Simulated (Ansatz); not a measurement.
Energy landscape near a P structure

Level of theory: DFT PBE, scalar-relativistic, plane waves, PAW in Ansatz 0.2.0.

Settings: cutoff 420 eV, Γ-centred mesh 12×12×12 on the computed 2-atom cell, Gaussian smearing of 0.10 eV; no spin polarisation.

Reference cell:

```yaml
crystal:
  lattice:
    - [1.72573, 0.99635, 3.12968]
    - [-1.72573, 0.99635, 3.12968]
    - [0.00000, -1.99270, 3.12968]
  atoms:
    - { symbol: P, position: [0.22708, 0.22708, 0.22708] }
    - { symbol: P, position: [0.77292, 0.77292, 0.77292] }
```

Each variant moves atoms of this cell by the vectors given, if any (Å), and then applies a symmetric strain (tensor components, Cartesian axes). The reference cell isn't relaxed at this level. Energies are per atom at zero smearing, counted from the lowest variant. Pressure is positive in compression.

1. strain (xx yy zz yz xz xy, %) 4.87 5.28 3.57 -0.16 0.27 0.36; moves: P1 (-0.061, 0.035, -0.133); P2 (0.061, -0.035, 0.133)
2. strain (xx yy zz yz xz xy, %) 1.70 1.84 2.02 -0.06 -0.10 0.50; moves: P1 (0.003, 0.060, -0.003); P2 (-0.003, -0.060, 0.003)
3. no strain; moves: P1 (0.000, 0.000, 0.045)

```json
{"variant": "1", "ΔE (meV/atom)": "180.9", "P (GPa)": "-0.45", "largest force (eV/Å)": "2.02", "space group": "C2/m"}
{"variant": "2", "ΔE (meV/atom)": "18.9", "P (GPa)": "-2.03", "largest force (eV/Å)": "0.45", "space group": "P-1"}
{"variant": "3", "ΔE (meV/atom)": "0.0", "P (GPa)": "0.22", "largest force (eV/Å)": "0.12", "space group": "R-3m"}
```

This form isn't the element's structure at ambient conditions.